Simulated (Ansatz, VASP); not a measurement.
# Two plane-wave programs on V

INCAR

```
SYSTEM = V
PREC = Accurate ; ENCUT = 520
EDIFF = 1E-6 ; ISMEAR = 0
SIGMA = 0.1 ; LREAL = .FALSE.
LASPH = .TRUE. ; NELM = 60
ALGO = Normal ; ISIF = 2
LWAVE = .FALSE. ; LCHARG = .TRUE.
GGA = CA ; LELF = .TRUE.
LVHAR = .TRUE. ; NBANDS = 12
```

KPOINTS

```
regular mesh
0
G
  20 20 20
  0 0 0
```

Contents of POSCAR:

```
V
1.0
   -1.4778599271      1.4778599271      1.4778599271
    1.4778599271     -1.4778599271      1.4778599271
    1.4778599271      1.4778599271     -1.4778599271
V
1
Direct
    0.0000000000      0.0000000000      0.0000000000
```

Input for Ansatz:

```yaml
crystal:
  lattice:
    - [-1.4778599271, 1.4778599271, 1.4778599271]
    - [1.4778599271, -1.4778599271, 1.4778599271]
    - [1.4778599271, 1.4778599271, -1.4778599271]
  atoms:
    - { symbol: V, position: [0.0, 0.0, 0.0] }
basis:
  ecutwfc: 420
kpoints:
  mp_grid: { grid: [20, 20, 20] }
hamiltonian:
  xc: lda
  pseudopotentials: { kind: paw, azcp: { folder: soft_1 } }
scf:
  occupations: { method: gaussian, width: 0.1 }
output:
  forces: true
  stress: true
  eigenvalues: true
```

Alike in both runs: task single point; functional LDA; k mesh 20 × 20 × 20; occupations gaussian, width 0.1 eV; no spin polarisation.

```csv
,VASP,Ansatz
version,VASP 6.6.1,Ansatz 0.2.0
potentials or method,"VASP PAW LDA potentials, release 64 (V_sv)","scalar-relativistic, plane waves, PAW"
plane-wave cutoff (eV),520,420
valence electrons in the cell,13,13
```

```csv
,VASP,Ansatz,Ansatz less VASP
gap on the k mesh at the Fermi level (eV),none,none,-
pressure (GPa),-5.5,-5.9,-0.35
```

A gap of «none» marks a metal or a gap that the smearing closes. Ansatz warned: «pseudo_functional_mismatch».
